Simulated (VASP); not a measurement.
A run of VASP 6.6.1:

Contents of INCAR:

```
ALGO = Normal ; EDIFF = 1E-6
EDIFFG = -0.01 ; ENCUT = 600
IBRION = 2 ; ISIF = 3
ISMEAR = 0 ; KPAR = 4
LASPH = True ; LCHARG = False
LREAL = False ; LWAVE = False
NELM = 80 ; NSW = 90
PREC = Accurate ; SIGMA = 0.03
```

File KPOINTS:

```
k-points
0
Gamma
  6 6 6
```

File POSCAR:

```
Si3N4
1.0
    0.0000000000      3.8937180000      3.8937180000
    3.8937180000      0.0000000000      3.8937180000
    3.8937180000      3.8937180000      0.0000000000
Si N
6 8
Direct
    0.1250000000      0.1250000000      0.6250000000
    0.1250000000      0.6250000000      0.1250000000
    0.6250000000      0.1250000000      0.1250000000
    0.1250000000      0.1250000000      0.1250000000
    0.7500000000      0.7500000000      0.7500000000
    0.5000000000      0.5000000000      0.5000000000
    0.3675630000      0.3675630000      0.3675630000
    0.3526890000      0.8824370000      0.8824370000
    0.8824370000      0.8824370000      0.3526890000
    0.8824370000      0.3526890000      0.8824370000
    0.3675630000      0.3675630000      0.8973110000
    0.3675630000      0.8973110000      0.3675630000
    0.8824370000      0.8824370000      0.8824370000
    0.8973110000      0.3675630000      0.3675630000
```

Potentials or basis: VASP PAW LDA potentials, release 64 (Si, N).

The run is started by

```sh
$ cat potpaw_LDA.64/Si/POTCAR potpaw_LDA.64/N/POTCAR > POTCAR
$ mpirun -np 4 vasp_std > vasp.out
```

Hardware: 4 MPI ranks on Intel(R) Xeon(R) Platinum 8259CL CPU @ 2.50GHz (Skylake/Cascade Lake), with other jobs on the host.

**Question.** Estimate the wall time of this run.

**Answer.** It took 2.1 min on 4 MPI ranks on Intel(R) Xeon(R) Platinum 8259CL CPU @ 2.50GHz (Skylake/Cascade Lake) (shared host), peak memory 0.29 GiB a rank. Counts: scf iterations 46, k points 16, ion steps 6.
